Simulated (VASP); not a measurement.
InAs: single point with PBEsol+D3(BJ)

**Measured values to compare with.**

A printed reference work, data compilation reports, for a bulk crystal of InAs at 4.2 K: band gap 0.418 eV (direct).

InAs:

```
In As
1.0
     0.00000    2.97721    2.97721
     2.97721    0.00000    2.97721
     2.97721    2.97721    0.00000
In As
1 1
Direct
  0.00000 0.00000 0.00000
  0.75000 0.75000 0.75000
```

```
Program                : VASP 6.6.1
Task                   : single point
Functional             : PBEsol
Dispersion             : D3(BJ)
Potentials or basis    : VASP PAW PBE potentials, release 64 (In_d, As)
Cutoff                 : 520 eV
k mesh                 : 8 × 8 × 8
Occupations            : gaussian, width 0.01 eV
Spin                   : no spin polarisation
Dipole correction      : no
Further INCAR settings : ALGO = Normal; EDIFF = 1e-06; NBANDS = 16
```

* Pressure: 2.5 GPa
* Band gap on the k mesh: zero (filled and empty bands touch)
* Dispersion energy per atom: -0.330 eV

Levels at points of the mesh, in eV from the Fermi level:
| k point | band 5 | band 6 | band 7 | band 8 | band 9 | band 10 | band 11 | band 12 | band 13 | band 14 |
| --- | --- | --- | --- | --- | --- | --- | --- | --- | --- | --- |
| (0.00, 0.00, 0.00) | -14.29 | -12.21 | -0.05 | 0.00 | 0.00 | 0.00 | 3.87 | 3.87 | 3.87 | 7.49 |
| (0.50, 0.00, 0.00) | -14.29 | -10.57 | -6.07 | -1.07 | -1.07 | 0.97 | 4.64 | 4.64 | 6.75 | 9.16 |
| (0.50, 0.50, 0.00) | -14.27 | -9.97 | -6.10 | -2.51 | -2.51 | 1.35 | 1.97 | 9.38 | 9.54 | 9.54 |

Wall time 28 s on 1 thread of AMD EPYC 7R13 (shared host), peak memory 0.16 GiB.

A measured gap of InAs is 0.418 eV (direct; 4.2 K; a printed reference work, data compilation); the calculated 0.00 eV misses it by -0.42 eV. Spin-orbit coupling on As, In is left out. The value is that of PBEsol+D3(BJ) on a finite k mesh, which can miss the band edges, without temperature or zero-point motion. Semilocal functionals fall short of measured gaps as a rule.

Caveat: three body term missing; the PAW data sets were made with another functional, which shifts forces and pressure a little; spin-orbit coupling is left out, which moves the levels of the heavy elements; pairwise dispersion overbinds metals, which lowers pressure and volume.
